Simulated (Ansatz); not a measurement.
Start from ZnTe in the zinc blende structure (space group F-43m, No. 216; a = 6.179 Å). Axes: x, y, z lie along the cube axes.

The values are results of DFT with PBE, PAW potentials and a 420 eV plane-wave cutoff in Ansatz (a quantum-chemistry and plane-wave program), spin-orbit coupling left out, not measurements.

For the base:

Valley order: Γ 1.08 eV; L along ⟨111⟩ 1.74 eV; a point along ⟨100⟩, about 0.9 Å⁻¹ from Γ 2.28 eV

Modification: a pure shear with ε_yz = ε_zy = 0.0268; the atoms relax in the strained cell.

Question: How does this affect the stress and valley order?

Answer: The stress (xx, yy, zz, yz, xz, xy; compression positive) amounts to (-0.01, 0.07, 0.07, -1.60, 0.00, 0.00) GPa; the valley order (the lowest conduction-band minima on the path, energy above the VBM, named in the base's zone) becomes Γ 0.89 eV; L along [1-11] 1.37 eV; L along [111] 1.77 eV; X along [100] 1.87 eV (base: Γ 1.08 eV; L along ⟨111⟩ 1.74 eV; a point along ⟨100⟩, about 0.9 Å⁻¹ from Γ 2.28 eV).

With Te present, leaving out spin-orbit coupling can change the band edges. The levels and masses belong to the bands next to the band gap. Stability against distortions was not tested.
